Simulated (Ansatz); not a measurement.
# TiO2: the cost of one run

Method: DFT PBE+U, scalar-relativistic, plane waves, PAW, in Ansatz 0.2.0.

**1. Starting point**

It takes space group P4_2/mnm (No. 136, tetragonal). The conventional cell has a = 4.594 Å, b = 4.594 Å, c = 2.959 Å, α = 90.00°, β = 90.00°, γ = 90.00°. Ti (site symmetry mmm) is surrounded by 6 O at 1.94 to 1.99 Å. Around O (site symmetry m2m) lie 3 Ti at 1.94 to 1.99 Å.

As a file:

```
CELL_PARAMETERS angstrom
4.59400 0.00000 0.00000
0.00000 4.59400 0.00000
0.00000 0.00000 2.95900
ATOMIC_POSITIONS crystal
Ti 0.00000 0.00000 0.00000
Ti 0.50000 0.50000 0.50000
O 0.30600 0.30600 0.00000
O 0.19400 0.80600 0.50000
O 0.69400 0.69400 0.00000
O 0.80600 0.19400 0.50000
```

The structure comes from the Crystallography Open Database.

(A quick probe on a coarse mesh, which set the mesh and smearing, is not shown.)

**3. Rough relaxation on the coarse mesh**

The input, input.yaml:

```yaml
crystal:
  lattice:
    - [4.594, 0.0, 0.0]
    - [0.0, 4.594, 0.0]
    - [0.0, 0.0, 2.959]
  atoms:
    - { symbol: Ti, position: [0.0, 0.0, 0.0] }
    - { symbol: Ti, position: [0.5, 0.5, 0.5] }
    - { symbol: O, position: [0.306, 0.306, 0.0] }
    - { symbol: O, position: [0.194, 0.806, 0.5] }
    - { symbol: O, position: [0.694, 0.694, 0.0] }
    - { symbol: O, position: [0.806, 0.194, 0.5] }
basis:
  ecutwfc: 420
kpoints:
  mp_grid: { grid: [4, 4, 6] }
hamiltonian:
  xc: pbe
  hubbard: { sites: [{ species: Ti, l: d, u_eff: 4.0 }] }
scf:
  occupations: { method: gaussian, width: 0.1 }
output:
  forces: true
  stress: true
  eigenvalues: true
relax:
  adjacent_minimum: "off"
  f_tol: 0.05
  max_steps: 80
  cell: { stress_tol: 0.5 }
```

Launch:

```sh
$ ansatz run input.yaml --threads 2 --pin off --max-ram 5120MiB --backend cpu --events-out ev --progress --plain --runs-dir out
```

Q: Estimate wall time and peak memory on 2 threads of Arm Neoverse V2, shared host.

About 9.5 s, with a peak of 0.38 GiB.
